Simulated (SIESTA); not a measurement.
The system is Nb.

```xyz
1
Lattice="-1.6640 1.6640 1.6640 1.6640 -1.6640 1.6640 1.6640 1.6640 -1.6640" Properties=species:S:1:pos:R:3 pbc="T T T"
Nb    0.0000    0.0000    0.0000
```

Base run:

```yaml
Program: SIESTA 5.4.2
Functional: PBEsol
Potentials_or_basis: PseudoDojo 0.4 standard (PBEsol files)
Basis: TZP (energy shift 0.003 Ry; two zetas on semicore shells)
Grid_cutoff: 800 Ry
Energy_shift: 0.003 Ry
k_mesh: 11 × 11 × 11
Occupations: fermi-dirac, width 0.05 eV
Spin: no spin polarisation
```

Its results: band gap on the k mesh none (metal or under the smearing width); pressure -7.4 GPa.

Task: The run is repeated on the same cell with these changes: basis from TZP (energy shift 0.003 Ry; two zetas on semicore shells) to DZP (energy shift 0.003 Ry; two zetas on semicore shells). What comes out?

Result: Band gap on the k mesh none (metal or under the smearing width); pressure -6.4 GPa.

Caveats: the basis of atomic orbitals isn't converged, which shifts pressures, moduli and gaps.
